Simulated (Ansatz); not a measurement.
# PbO2: equation of state with PBEsol

PbO2:

```
Pb O
1.0
     0.00000    2.70199    2.70199
     2.70199    0.00000    2.70199
     2.70199    2.70199    0.00000
Pb O
1 2
Direct
  0.00000 0.00000 0.00000
  0.75000 0.75000 0.75000
  0.25000 0.25000 0.25000
```

The cell comes from a database or a generator and needn't be the stable form of this composition.

```json
{"Program": "Ansatz 0.2.0", "Task": "equation of state", "Functional": "PBEsol", "Potentials or basis": "all-electron LAPW, scalar-relativistic", "Basis error allowed": "0.002 eV/atom", "k mesh": "9 × 9 × 9", "Occupations": "fermi-dirac, width 0.05 eV", "Spin": "no spin polarisation"}
```

| Quantity | Value |
| --- | --- |
| Equilibrium volume | 12.63 Å³/atom |
| Bulk modulus | 155 GPa |
| Pressure derivative of the bulk modulus | 5.0 |

Energy against volume, from the lowest point:
```
volume (Å³/atom)  energy (meV/atom)
          12.362               2.78
          12.625               0.00
          12.888               2.50
          13.151               9.68
          13.414              20.99
          13.677              35.93
          13.940              54.06
```

All runs of the series together: 50 s on 2 threads of Intel(R) Xeon(R) Platinum 8259CL CPU @ 2.50GHz (Skylake/Cascade Lake), on a shared host.

The run has no spin-orbit coupling, so splittings on Pb are missing.
